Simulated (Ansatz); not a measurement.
Runs of Ansatz 0.2.0 on Al. It takes space group Im-3m (No. 229, cubic). The conventional cell has a = 3.182 Å, b = 3.182 Å, c = 3.182 Å, α = 90.00°, β = 90.00°, γ = 90.00°. Al (site symmetry m-3m) has 8 Al at 2.76 Å as nearest neighbours. This isn't the form of Al at room conditions, which is fcc.

```csv
task,level,cell,k mesh,smearing,points for each segment of the path,broadening,mesh quality,gap on the mesh (eV),pressure (GPa),relaxed volume (Å³/atom)
band structure,HSE06,as given,6 × 6 × 6,fermi-dirac 0.05 eV,4,-,coarse,none,-,-
relaxation of cell and atoms,HSE03,relaxed,6 × 6 × 6,fermi-dirac 0.05 eV,-,-,coarse,none,-,(b)
relaxation of cell and atoms,PBEsol0,relaxed,6 × 6 × 6,fermi-dirac 0.05 eV,-,-,coarse,none,-,(a)
band structure,LDA,as given,12 × 12 × 12,fermi-dirac 0.05 eV,14,-,not flagged,none,0.5,-
relaxation of cell and atoms,PBEsol+D3(BJ)+ATM,relaxed,12 × 12 × 12,fermi-dirac 0.05 eV,-,-,not flagged,none,0.0,15.97
optical spectrum,BLYP+D3(BJ)+ATM,as given,12 × 12 × 12,tetrahedron,-,0.2 eV,not flagged,none,-,-
band structure,HSE03,as given,6 × 6 × 6,fermi-dirac 0.05 eV,4,-,coarse,none,-,-
relaxation of cell and atoms,LDA,relaxed,12 × 12 × 12,gaussian 0.01 eV,-,-,not flagged,-,0.0,16.21
```

Alike in all rows: potentials or basis Ansatz PAW; no spin polarisation; cutoff (eV) 420.

**Question.** Estimate the missing entries.

**Answer.** (a) 16.54; (b) 16.83.

Caveats: some runs use coarse meshes; the PAW data sets come from PBE, with cores solved anew for the run's functional, which leaves a small shift of forces and pressure; the plane-wave basis is chosen anew once the cell has moved, so the energies of steps on either side of that aren't comparable (some runs); pairwise dispersion overbinds metals, which lowers pressure and volume (some runs); the potentials were made for another functional, which shifts forces and pressure (some runs).

A k mesh can miss the band edges.

A gap of «none» marks a metal or a gap under the smearing width.

Not every run made on this cell is shown here.
